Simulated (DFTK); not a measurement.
GaAs, 2 atoms in the cell. It takes space group F-43m (No. 216, cubic). Conventional cell: a = 5.654 Å, b = 5.654 Å, c = 5.654 Å, α = 90.00°, β = 90.00°, γ = 90.00°. As (site symmetry -43m) has 4 Ga at 2.45 Å as nearest neighbours. Ga (site symmetry -43m) is surrounded by 4 As at 2.45 Å. 

| Property | Result |
| --- | --- |
| Program | DFTK 0.8.2 |
| Task | single point |
| Functional | PBE |
| Potentials or basis | dojo.nc.sr.pbe.v0_4_1.standard.upf (PBE) |
| Cutoff | 1143 eV |
| k mesh | 8 × 8 × 8 |
| Occupations | fermi-dirac, width 0.05 eV |
| Spin | no spin polarisation |
| Valence electrons | As 15, Ga 13 |
| SCF tolerance on the density | 1e-06 |

Potentials or basis: dojo.nc.sr.pbe.v0_4_1.standard.upf (PBE).

The run is started by

```console
$ julia --threads=1 run.jl  # save.jl only writes the numbers to a file and isn't shown; printed stress counts tension as positive; times include loading and compiling
```

Hardware: 1 thread of Intel(R) Xeon(R) Platinum 8488C (Sapphire Rapids), with other jobs on the host.

Q: Estimate the wall time of this run.

A: It took 3 min on 1 thread of Intel(R) Xeon(R) Platinum 8488C (Sapphire Rapids), with other jobs on the host, peak memory 1.9 GiB. Counts: scf iterations 12, k points 43, plane waves 3996, bands 19.
